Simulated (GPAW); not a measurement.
# HfC: optical spectrum with RPBE+U

HfC:

```xyz
2
Lattice="0.0000 2.3250 2.3250 2.3250 0.0000 2.3250 2.3250 2.3250 0.0000" Properties=species:S:1:pos:R:3 pbc="T T T"
Hf    2.3250    2.3250    2.3250
C     0.0000    0.0000    0.0000
```

```
Program             : GPAW 26.7.0
Task                : optical spectrum
Functional          : RPBE
Potentials or basis : the program's PAW data sets (release 1.2.1) made for this functional
Cutoff              : 550 eV
Basis               : pw
k mesh              : 8 × 8 × 8
Occupations         : fermi-dirac, width 0.05 eV
Spin                : no spin polarisation
Hubbard terms       : Hf d U = 1 eV
Kernel              : ALDA
Eta                 : 0.1 eV
Response ecut       : 40 eV
Scissors            : 0 eV
Maxiter             : 150
Response k mesh     : 25 × 25 × 25
Domega0             : 0.05 eV
Omega2              : 10 eV
Response bands      : 32
Directions          : ["x"]
Intraband           : yes
```

The band gap on the k mesh is none (metal or under the smearing width).

Dielectric function (mean over the directions given):
```csv
energy (eV),real part,imaginary part
0.25,-86.50,127.75
0.67,-6.43,29.12
1.15,-0.10,18.70
1.66,3.06,13.94
2.18,2.81,10.89
2.66,2.49,10.10
3.17,4.12,9.08
3.56,2.81,7.07
4.03,3.40,8.17
4.51,3.73,7.64
5.01,3.37,7.60
5.53,2.60,7.79
6.07,1.64,6.95
6.55,1.75,6.38
6.87,1.77,6.59
7.38,1.60,6.99
7.90,0.04,6.39
8.43,0.69,5.50
8.89,0.34,6.61
9.47,-0.31,5.61
9.76,-1.09,5.60
10.26,-0.71,5.10
10.78,-1.39,4.78
11.31,-1.89,5.06
11.85,-3.15,3.56
12.30,-2.57,2.37
12.77,-2.06,1.79
13.24,-1.50,1.41
13.72,-1.21,1.34
14.22,-0.93,1.22
14.73,-0.58,1.00
15.26,-0.37,1.06
15.80,-0.22,1.17
16.21,-0.19,1.28
16.78,-0.17,1.11
17.36,-0.36,1.41
17.96,-0.44,1.10
18.58,-0.46,0.85
19.22,-0.32,0.68
19.87,-0.23,0.49
```

Run time: 5.7 min on 1 thread of Arm Neoverse V1 (shared host), peak memory 0.7 GiB.

Caveat: the intraband term hangs on this k mesh; the long-wavelength limit can be off by several per cent where d states take part; response on these states lacks terms of the Hamiltonian; these spectra lack excitons; U without spin polarisation on a metal has little footing; the U is typed as a test and isn't derived for this compound. The run has no spin-orbit coupling, so splittings on Hf are missing.
